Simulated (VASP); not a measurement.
# Na (P6_3/mmc) in VASP: single point with r2SCAN

Aim: the single point of Na with r2SCAN.

Everything below comes from runs of VASP 6.6.1. Logs are shortened: lines on timing, memory, paths and dates and some standing lists are left out, and cuts for length are marked.

## 1. The crystal as given

Symmetry: P6_3/mmc, No. 194, hexagonal system. The conventional cell has a = 3.689 Å, b = 3.689 Å, c = 6.269 Å, α = 90.00°, β = 90.00°, γ = 120.00°. Around Na (site symmetry -6m2) lie 12 Na at 3.69 to 3.79 Å.

This isn't the form of Na at room conditions, which is bcc.

## 2. Single point, r2SCAN

Contents of POSCAR:

```
Na
1.0
    3.6887707041      0.0000000000      0.0000000000
   -1.8443853520      3.1945691385      0.0000000000
    0.0000000000      0.0000000000      6.2691940000
Na
2
Direct
    0.3333333300      0.6666666700      0.2500000000
    0.6666666700      0.3333333300      0.7500000000
```

Contents of INCAR.step1:

```
ALGO     = Normal         # electronic algorithm
EDIFF    = 1E-4           # SCF threshold, eV
ENCUT    = 520            # plane-wave cutoff, eV
GGA      = PE             # functional
ISMEAR   = 0              # smearing method
LASPH    = T              # aspherical terms in the spheres
LCHARG   = F              # write CHGCAR
LREAL    = F              # projectors in reciprocal space
LWAVE    = T              # write WAVECAR
NBANDS   = 14             # bands
NELM     = 100            # most SCF steps
PREC     = Accurate       # precision mode
SIGMA    = 0.1            # smearing width, eV
```

Contents of INCAR.step2:

```
ALGO     = Normal         # electronic algorithm
EDIFF    = 1E-6           # SCF threshold, eV
ENCUT    = 520            # plane-wave cutoff, eV
ISIF     = 2              # what is computed and relaxed
ISMEAR   = 0              # smearing method
ISTART   = 1            
LASPH    = T              # aspherical terms in the spheres
LCHARG   = F              # write CHGCAR
LMIXTAU  = T            
LREAL    = F              # projectors in reciprocal space
LWAVE    = F              # write WAVECAR
METAGGA  = R2SCAN         # meta-GGA
NBANDS   = 14             # bands
NELM     = 100            # most SCF steps
PREC     = Accurate       # precision mode
SIGMA    = 0.1            # smearing width, eV
```

Contents of KPOINTS:

```
k-points
0
Gamma
  6 6 4
```

Potentials or basis: VASP PAW PBE potentials, release 64 (Na_pv).

Launch:

```bash
$ cat potpaw_PBE.64/Na_pv/POTCAR > POTCAR
$ cp INCAR.step1 INCAR
$ mpirun -np 1 vasp_std > vasp.out
$ cp INCAR.step2 INCAR
$ mpirun -np 1 vasp_std > vasp.out
```

OUTCAR:

```text
EDIFF = 1E-6
   ENCUT = 520
   ISIF = 2
   ISMEAR = 0
   ISTART = 1
   LASPH = T
   LREAL = F
   METAGGA = R2SCAN
   NELM = 100
   PREC = Accurate

 ion  position               nearest neighbor table
   1  0.333  0.667  0.250-
   2  0.667  0.333  0.750-

  LATTYP: Found a hexagonal cell.
 ALAT       =     3.6887707041
 C/A-ratio  =     1.6995347510

  Lattice vectors:

 A1 = (   3.6887707041,   0.0000000000,   0.0000000000)
 A2 = (  -1.8443853520,   3.1945691385,   0.0000000000)
 A3 = (   0.0000000000,   0.0000000000,   6.2691940000)

Analysis of symmetry for initial positions (statically):
=====================================================================
 Subroutine PRICEL returns:
 Original cell was already a primitive cell.

 Routine SETGRP: Setting up the symmetry group for a
 hexagonal supercell.

 Subroutine GETGRP returns: Found 24 space group operations
 (whereof 12 operations were pure point group operations)
 out of a pool of 24 trial point group operations.

The static configuration has the point symmetry D_3d.
 The point group associated with its full space group is D_6h.

Analysis of symmetry for dynamics (positions and initial velocities):
=====================================================================
 Subroutine PRICEL returns:
 Original cell was already a primitive cell.

 Routine SETGRP: Setting up the symmetry group for a
 hexagonal supercell.

 Subroutine GETGRP returns: Found 24 space group operations
 (whereof 12 operations were pure point group operations)
 out of a pool of 24 trial point group operations.

The dynamic configuration has the point symmetry D_3d.
 The point group associated with its full space group is D_6h.

 Subroutine INISYM returns: Found 24 space group operations
 (whereof 12 operations are pure point group operations),
 and found     1 'primitive' translations

----------------------------------------------------------------------------------------

                                     Primitive cell

  volume of cell :      73.8764

  direct lattice vectors                    reciprocal lattice vectors
     3.688770704  0.000000000  0.000000000     0.271093023  0.156515630  0.000000000
    -1.844385352  3.194569138  0.000000000     0.000000000  0.313031259  0.000000000
     0.000000000  0.000000000  6.269194000     0.000000000  0.000000000  0.159510138

  length of vectors
     3.688770704  3.688770704  6.269194000     0.313031259  0.313031259  0.159510138

  position of ions in fractional coordinates (direct lattice)
     0.333333330  0.666666670  0.250000000
     0.666666670  0.333333330  0.750000000

  ion indices of the primitive-cell ions
   primitive index   ion index
                 1           1
                 2           2

----------------------------------------------------------------------------------------

 KPOINTS: k-points

Automatic generation of k-mesh.
 Grid dimensions read from file:
 generate k-points for:    6    6    4

 Generating k-lattice:

  Cartesian coordinates                     Fractional coordinates (reciprocal lattice)
     0.045182170  0.026085938  0.000000000     0.166666667  0.000000000  0.000000000
     0.000000000  0.052171877  0.000000000     0.000000000  0.166666667  0.000000000
     0.000000000  0.000000000  0.039877534     0.000000000  0.000000000  0.250000000

  Length of vectors
     0.052171877  0.052171877  0.039877534

  Shift w.r.t. Gamma in fractional coordinates (k-lattice)
     0.000000000  0.000000000  0.000000000

 Subroutine IBZKPT returns following result:
 ===========================================

 Found     21 irreducible k-points:

 Following reciprocal coordinates:
            Coordinates               Weight
  0.000000  0.000000  0.000000      1.000000
  0.166667  0.000000  0.000000      6.000000
  0.333333  0.000000  0.000000      6.000000
  0.500000  0.000000  0.000000      3.000000
  0.166667  0.166667  0.000000      6.000000
  0.333333  0.166667  0.000000     12.000000
[... 13 lines left out ...]
  0.333333  0.166667  0.500000     12.000000
  0.333333  0.333333  0.500000      2.000000
   k-points           NKPTS =     21   k-points in BZ     NKDIM =     21   number of bands    NBANDS=     14
   number of dos      NEDOS =    301   number of ions     NIONS =      2
   total plane-waves  NPLWV =  37632
   dimension x,y,z NGX =    28 NGY =   28 NGZ =   48
   dimension x,y,z NGXF=    56 NGYF=   56 NGZF=   96
   ions per type =               2
   NGX,Y,Z   is equivalent  to a cutoff of  12.62, 12.62, 12.73 a.u.
   NGXF,Y,Z  is equivalent  to a cutoff of  25.24, 25.24, 25.46 a.u.
 SYSTEM =  unknown system
   PREC   = accura    normal or accurate (medium, high low for compatibility)
   ISTART =      1    job   : 0-new  1-cont  2-samecut
   ICHARG =      0    charge: 1-file 2-atom 10-const
   ISPIN  =      1    spin polarized calculation?
   LNONCOLLINEAR =      F non collinear calculations
   LSORBIT =      F    spin-orbit coupling
   LASPH  =      T    aspherical Exc in radial PAW
   ENCUT  =  520.0 eV  38.22 Ry    6.18 a.u.   6.86  6.86 11.66*2*pi/ulx,y,z
   NELM   =    100;   NELMIN=  2; NELMDL=  0     # of ELM steps
   EDIFF  = 0.1E-05   stopping-criterion for ELM
   LREAL  =      F    real-space projection
   EDIFFG = 0.1E-04   stopping-criterion for IOM
   NSW    =      0    number of steps for IOM
   IBRION =     -1    ionic relax: 0-MD 1-quasi-New 2-CG
   NFREE  =      0    steps in history (QN), initial steepest desc. (CG)
   ISIF   =      2    stress and relaxation
   ISYM   =      2    0-nonsym 1-usesym 2-fastsym
   POTIM  = 0.5000    time-step for ionic-motion
   TEBEG  =    0.0;   TEEND  =   0.0 temperature during run
   PSTRESS=    0.0 pullay stress
   NELECT =      14.0000    total number of electrons
   NUPDOWN=      -1.0000    fix difference up-down
   EMIN   =  10.00;   EMAX   =-10.00  energy-range for DOS
   EFERMI =   0.00;   METHOD = LEGACY
   ISMEAR =     0;   SIGMA  =   0.10  broadening in eV -4-tet -1-fermi 0-gaus
   EFERMI_NEDOS =   21; number of points for ismear=-14 and -15
   IALGO  =     38    algorithm
   IMIX   =      4    mixing-type and parameters
     AMIX     =   0.40;   BMIX     =  1.00
     AMIX_MAG =   1.60;   BMIX_MAG =  1.00
  volume/ion in A,a.u.               =      36.94       249.27
  Fermi-wavevector in a.u.,A,eV,Ry     =   0.940334  1.776974 12.030661  0.884229
  Thomas-Fermi vector in A             =   2.067736
   LORBIT       =      0    0 simple, 1 ext, 2 COOP (PROOUT), +10 PAW based schemes
   METAGGA = R2SCAN    functional components
   LHFCALC =     F    Hartree Fock is set to
   AEXX    =    0.0000 exact exchange contribution
   IVDW    =     0    specifies the selected vdW correction
   LEPSILON=     F    determine dielectric tensor
   LRPA    =     F    only Hartree local field effects (RPA)
 non-spin polarized calculation
 Gauss-broadening in eV      SIGMA  =   0.10
  energy-cutoff  :      520.00
  volume of cell :       73.88
 maximum number of plane-waves:      2008
 NGX is ok and might be reduce to    28
   NGX = 13   NGY = 13   NGZ = 23

 number of electron      14.0000004 magnetization

 Free energy of the ion-electron system (eV)
  ---------------------------------------------------
  ext. energy  EPLUGINS =         0.00000000
  ---------------------------------------------------
  free energy    TOTEN  =        -7.09826064 eV

  energy without entropy =       -7.09569760  energy(sigma->0) =       -7.09697912

 E-fermi :   0.2985     XC(G=0):  -6.9292

 val. band max:        0.1794963055   @ k =   0.3333   0.1667   0.2500
 cond. band min:       0.4660692524   @ k =   0.1667   0.1667   0.2500
 fundamental gap:      0.2865729469
 Fermi energy:         0.2985484491

 k-point     1 :       0.0000    0.0000    0.0000
  band No.  band energies     occupation
      1     -25.6804      2.00000
      2     -25.6518      2.00000
      3     -25.6515      2.00000
      4     -25.6480      2.00000
      5     -25.6479      2.00000
      6     -25.6476      2.00000
      7      -3.1402      2.00000
      8       0.6645      0.00000
      9       1.2909      0.00000
     10      11.3080      0.00000
     11      11.3695      0.00000
     12      11.3698      0.00000
     13      11.9445      0.00000
     14      11.9445      0.00000

 k-point     2 :       0.1667    0.0000    0.0000
  band No.  band energies     occupation
      1     -25.6774      2.00000
      2     -25.6594      2.00000
      3     -25.6556      2.00000
      4     -25.6540      2.00000
      5     -25.6493      2.00000
      6     -25.6489      2.00000
      7      -2.6895      2.00000
      8       1.0730      0.00000
      9       1.7167      0.00000
     10       7.5559      0.00000
     11       9.8625      0.00000
     12       9.8930      0.00000
     13      10.9720      0.00000
     14      11.8256      0.00000

 k-point     3 :       0.3333    0.0000    0.0000
  band No.  band energies     occupation
      1     -25.6753      2.00000
      2     -25.6711      2.00000
      3     -25.6701      2.00000
      4     -25.6584      2.00000
      5     -25.6524      2.00000
      6     -25.6517      2.00000
      7      -1.3605      2.00000
      8       2.3033      0.00000
      9       2.7533      0.00000
     10       4.1306      0.00000
     11       7.2717      0.00000
     12       7.4882      0.00000
     13       8.8274      0.00000
     14      10.2951      0.00000

 k-point     4 :       0.5000    0.0000    0.0000
  band No.  band energies     occupation
      1     -25.6834      2.00000
      2     -25.6786      2.00000
      3     -25.6650      2.00000
      4     -25.6606      2.00000
      5     -25.6546      2.00000
      6     -25.6540      2.00000
      7       0.6445      0.00000
      8       0.9230      0.00000
      9       4.3030      0.00000
     10       4.4328      0.00000
     11       4.9791      0.00000
     12       5.2740      0.00000
     13       8.4698      0.00000
     14       9.6097      0.00000

 k-point     5 :       0.1667    0.1667    0.0000
  band No.  band energies     occupation
      1     -25.6722      2.00000
      2     -25.6684      2.00000
      3     -25.6678      2.00000
      4     -25.6576      2.00000
      5     -25.6537      2.00000
      6     -25.6507      2.00000
      7      -1.7996      2.00000
      8       1.8926      0.00000
      9       2.5089      0.00000
     10       5.6267      0.00000
     11       6.3422      0.00000
[... 225 lines left out ...]
 k-point    19 :       0.1667    0.1667    0.5000
  band No.  band energies     occupation
      1     -25.6719      2.00000
      2     -25.6719      2.00000
      3     -25.6585      2.00000
      4     -25.6585      2.00000
      5     -25.6549      2.00000
      6     -25.6549      2.00000
      7      -0.7785      2.00000
      8      -0.7785      2.00000
      9       6.3123      0.00000
     10       6.3123      0.00000
     11       6.5652      0.00000
     12       6.5652      0.00000
     13       8.3026      0.00000
     14       8.3026      0.00000

 k-point    20 :       0.3333    0.1667    0.5000
  band No.  band energies     occupation
      1     -25.6799      2.00000
      2     -25.6799      2.00000
      3     -25.6629      2.00000
      4     -25.6629      2.00000
      5     -25.6553      2.00000
      6     -25.6553      2.00000
      7       0.9087      0.00000
      8       0.9087      0.00000
      9       3.4862      0.00000
     10       3.4862      0.00000
     11       6.0874      0.00000
     12       6.0874      0.00000
     13       9.1035      0.00000
     14       9.1035      0.00000

 k-point    21 :       0.3333    0.3333    0.5000
  band No.  band energies     occupation
      1     -25.6761      2.00000
      2     -25.6761      2.00000
      3     -25.6715      2.00000
      4     -25.6715      2.00000
      5     -25.6547      2.00000
      6     -25.6547      2.00000
      7       2.6130      0.00000
      8       2.6130      0.00000
      9       2.7331      0.00000
     10       2.7331      0.00000
     11       4.0283      0.00000
     12       4.0283      0.00000
     13      10.5151      0.00000
     14      10.5151      0.00000

------------------------ aborting loop because EDIFF is reached ----------------------------------------

  FORCE on cell =-STRESS in cart. coord.  units (eV):
  Direction    XX          YY          ZZ          XY          YZ          ZX
  --------------------------------------------------------------------------------------
  -------------------------------------------------------------------------------------
  Total        0.3455187      0.3455187     -0.4601290      0.0000000     -0.0000000      0.0000000
  in kB        7.4933590      7.4933590     -9.9789425      0.0000000     -0.0000000      0.0000000
  external PRESSURE =       1.6692585 kB  Pullay stress =       0.0000000 kB

 VOLUME and BASIS-vectors are now :
 -----------------------------------------------------------------------------
  energy-cutoff  :      520.00
  volume of cell :       73.88
      direct lattice vectors                 reciprocal lattice vectors
     3.688770704  0.000000000  0.000000000     0.271093023  0.156515630  0.000000000
    -1.844385352  3.194569138  0.000000000     0.000000000  0.313031259  0.000000000
     0.000000000  0.000000000  6.269194000     0.000000000  0.000000000  0.159510138

 POSITION                                       TOTAL-FORCE (eV/Angst)
 -----------------------------------------------------------------------------------
     -0.00000      2.12971      1.56730         0.000000     -0.000000      0.000000
      1.84439      1.06486      4.70190        -0.000000      0.000000      0.000000
 -----------------------------------------------------------------------------------
    total drift:                               -0.000001      0.000001      0.000000

  FREE ENERGIE OF THE ION-ELECTRON SYSTEM (eV)
  ---------------------------------------------------
  free  energy   TOTEN  =        -7.0982606434 eV

  energy  without entropy=       -7.0956976004  energy(sigma->0) =       -7.09697912
```

Run time: 46 s. Hardware: 1 thread of Intel Xeon Platinum 8488C (Sapphire Rapids), shared host; peak memory 0.18 GiB.

What came out:

```
Free energy            : -7.0983 eV
Pressure               : 0.2 GPa
Band gap on the k mesh : none (metal or under the smearing width)
```

Stress tensor (GPa, compression positive):
```
 0.75  0.00  0.00
 0.00  0.75  0.00
 0.00  0.00 -1.00
```

Levels at points of the mesh, in eV from the Fermi level:
```csv
k point,band 4,band 5,band 6,band 7,band 8,band 9,band 10,band 11
"(0.00, 0.00, 0.00)",-25.95,-25.95,-25.95,-3.44,0.37,0.99,11.01,11.07
"(0.50, 0.00, 0.00)",-25.96,-25.95,-25.95,0.35,0.62,4.00,4.13,4.68
"(0.00, 0.00, 0.50)",-25.95,-25.95,-25.95,-2.39,-2.39,5.56,5.56,11.61
"(0.50, 0.00, 0.50)",-25.96,-25.96,-25.96,1.16,1.16,1.87,1.87,8.14
```

Caveat: the PAW data sets were made with another functional, which shifts forces and pressure a little.
